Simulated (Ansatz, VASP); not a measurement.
## One calculation of Hg, two programs

File INCAR:

```
SYSTEM = Hg
PREC = Accurate
ENCUT = 520
EDIFF = 1E-7
ISMEAR = -1
SIGMA = 0.05
LREAL = .FALSE.
LASPH = .TRUE.
NELM = 100
ALGO = Normal
ISIF = 2
LWAVE = .FALSE.
LCHARG = .FALSE.
GGA = PE
NBANDS = 19
```

The input KPOINTS:

```
Automatic mesh
0
G
  9 9 5
  0 0 0
```

The input POSCAR:

```
Hg
1.0
    3.3911406328      0.0000000000      0.0000000000
   -1.6955703164      2.9368139358      0.0000000000
    0.0000000000      0.0000000000      5.3755260660
Hg
2
Direct
    0.3333333333      0.6666666667      0.2500000000
    0.6666666667      0.3333333333      0.7500000000
```

File input.yaml:

```yaml
crystal:
  lattice:
    - [3.3911406328, 0.0, 0.0]
    - [-1.6955703164, 2.9368139358, 0.0]
    - [0.0, 0.0, 5.375526066]
  atoms:
    - { symbol: Hg, position: [0.3333333333, 0.6666666667, 0.25] }
    - { symbol: Hg, position: [0.6666666667, 0.3333333333, 0.75] }
hamiltonian:
  xc: pbe
  pseudopotentials: { kind: paw }
kpoints:
  mp_grid: { grid: [9, 9, 5] }
scf:
  occupations: { method: fermi_dirac, width: 0.05 }
output:
  forces: true
  stress: true
  eigenvalues: true
  write_density: true
  write_potential: true
  elf: true
  volumetric_format: npy
```

Change from the starting cell: volume scaled by 0.94.

Alike in both runs: task single point; functional PBE; k mesh 9 × 9 × 5; occupations fermi-dirac, width 0.05 eV; no spin polarisation.

```csv
,VASP,Ansatz
version,VASP 6.6.1,Ansatz 0.2.0
potentials or method,"VASP PAW PBE potentials, release 64 (Hg)",Ansatz PAW
plane-wave cutoff (eV),520,420
valence electrons in the cell,24,40
```

|  | VASP | Ansatz | Ansatz less VASP |
| --- | --- | --- | --- |
| gap on the k mesh at the Fermi level (eV) | none | none | - |
| pressure (GPa) | 1.9 | 1.7 | -0.15 |
| largest component of the traceless stress (GPa) | 0.43 | 0.42 | -0.012 |

A gap of «none» marks a metal or a gap that the smearing closes. The two sets of potentials don't hold the same shells in valence.

The runs have no spin-orbit coupling, so splittings on Hg are missing.
